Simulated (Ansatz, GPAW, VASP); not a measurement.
One calculation of Ta2N, 3 ways

```
Ta N
1.0
     3.11286    0.00000    0.00000
    -1.55643    2.69582    0.00000
     0.00000    0.00000    4.86984
Ta N
2 1
Cartesian
  0.0000 1.7972 1.2404
  1.5564 0.8986 3.6294
  0.0000 0.0000 0.0000
```

The cell comes from a database or a generator and needn't be the stable form of this composition.

Alike in all runs: task single point; functional PBEsol; k mesh 10 × 10 × 6; occupations gaussian, width 0.05 eV; no spin polarisation; no spin-orbit coupling. Pressure is positive in compression and, in plane waves, holds the error of the finite cutoff, which Ansatz's Pulay term estimates and takes out.

```tsv
program and potentials	plane-wave cutoff (eV)	notes	pressure (GPa)	largest force (eV/Å)
Ansatz, Ansatz PAW	420	potentials made for PBE, which Ansatz adapts in part; 10.33 valence electrons an atom on average; Pulay term of +0.29 GPa included	-9.15	0.285
GPAW, PAW data sets generated for this functional	800	10.33 valence electrons an atom on average	-9.04	0.252
VASP, PBE PAW files N, Ta_pv, 520 eV	520	potentials made for PBE; 9 valence electrons an atom on average	-8.68	0.237
```

Force on atom 1 (Ta), eV/Å:

```csv
program and potentials,x,y,z
"Ansatz, Ansatz PAW",0.000,0.000,-0.285
"GPAW, PAW data sets generated for this functional",0.000,0.000,-0.252
"VASP, PBE PAW files N, Ta_pv, 520 eV",0.000,0.000,-0.237
```

The pressure spans -9.15 (Ansatz, Ansatz PAW) to -8.68 GPa (VASP, PBE PAW files N, Ta_pv, 520 eV).

Differences between rows come from potentials, basis sets and numerical settings, since the functional is the same but for its coding. Runs on potential files found faulty are left out.
